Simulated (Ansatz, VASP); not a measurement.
Pt: VASP beside Ansatz

Contents of INCAR:

```
ALGO = Normal ; EDIFF = 1E-6
ENCUT = 520 ; GGA = PE
ISIF = 2 ; ISMEAR = 0
LASPH = True ; LCHARG = True
LELF = True ; LREAL = False
LVHAR = True ; LWAVE = False
NBANDS = 17 ; NELM = 100
PREC = Accurate ; SIGMA = 0.15
```

Contents of KPOINTS:

```
k-points
0
Gamma
  18 18 10
```

Contents of POSCAR:

```
Pt
1.0
    2.9516000000      0.0000000000      0.0000000000
   -1.4758000000      2.5561605818      0.0000000000
    0.0000000000      0.0000000000      4.7216000000
Pt
2
Direct
    0.6666666667      0.3333333333      0.7500000000
    0.3333333333      0.6666666667      0.2500000000
```

Input for Ansatz:

```yaml
crystal:
  lattice:
    - [2.9516, 0.0, 0.0]
    - [-1.4758, 2.5561605818, 0.0]
    - [0.0, 0.0, 4.7216]
  atoms:
    - { symbol: Pt, position: [0.6666666667, 0.3333333333, 0.75] }
    - { symbol: Pt, position: [0.3333333333, 0.6666666667, 0.25] }
basis:
  ecutwfc: 420
kpoints:
  mp_grid: { grid: [18, 18, 10] }
hamiltonian:
  xc: pbe
scf:
  occupations: { method: gaussian, width: 0.15 }
output:
  forces: true
  stress: true
  eigenvalues: true
```

Alike in both runs: task single point; functional PBE; k mesh 18 × 18 × 10; occupations gaussian, width 0.15 eV; no spin polarisation.

|  | VASP | Ansatz |
| --- | --- | --- |
| version | VASP 6.6.1 | Ansatz 0.2.0 |
| potentials or method | VASP PAW PBE potentials, release 64 (Pt) | scalar-relativistic, plane waves, PAW |
| plane-wave cutoff (eV) | 520 | 420 |
| valence electrons in the cell | 20 | 36 |

Ansatz gave:

```
gap on the k mesh at the Fermi level (eV)       : none
pressure (GPa)                                  : -21.0
largest component of the traceless stress (GPa) : 3.49
```

Problem. Which values does VASP return?

Solution. gap on the k mesh at the Fermi level (eV): none; pressure (GPa): -21.3; largest component of the traceless stress (GPa): 3.45.

A gap of «none» marks a metal or a gap that the smearing closes. The two sets of potentials don't hold the same shells in valence.

Caveats: so large a pressure means that the cell lies far from this level's equilibrium, or that cutoff or potentials fall short (VASP). Spin-orbit coupling is left out, which matters for the levels of Pt.
